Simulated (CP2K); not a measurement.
Crystal: Ti.

```
Ti
1.0
     2.95000    0.00000    0.00000
    -1.47500    2.55477    0.00000
     0.00000    0.00000    4.68000
Ti
2
Direct
  0.66667 0.33333 0.75000
  0.33333 0.66667 0.25000
```

Program: CP2K 2026.2. Alike in all runs: task band structure; no spin polarisation; cell as given; k mesh 10 × 10 × 6; smearing fermi-dirac 0.05 eV.

Q: Order these runs on this cell by their pressure, lowest first.
A. level LDA; potentials or basis GTH_POTENTIALS Ti GTH-PADE-q12; TZVP-MOLOPT-PBE-GTH basis; EPS_DEFAULT 1.0E-10; NGRIDS 5; potentials Ti GTH-PADE-q12 of GTH_POTENTIALS; points a segment of the path (NPOINTS) 6
B. level PBEsol; potentials or basis POTENTIAL_UZH Ti GTH-PBE-q12; TZVP-MOLOPT-PBE-GTH basis; EPS_DEFAULT 1.0E-9; NGRIDS 4; potentials Ti GTH-PBE-q12 of POTENTIAL_UZH; points a segment of the path (NPOINTS) 6
C. level PBE; potentials or basis POTENTIAL_UZH Ti GTH-PBE-q12; TZVP-MOLOPT-PBE-GTH basis; EPS_DEFAULT 1.0E-9; NGRIDS 4; potentials Ti GTH-PBE-q12 of POTENTIAL_UZH; points a segment of the path (NPOINTS) 8

A: A (-9.5 GPa), B (-5.5 GPa), C (-1.3 GPa).

Caveats: the basis of atomic orbitals isn't converged, which shifts pressures, moduli and gaps; the potentials were made for another functional, which shifts forces and pressure (some runs).
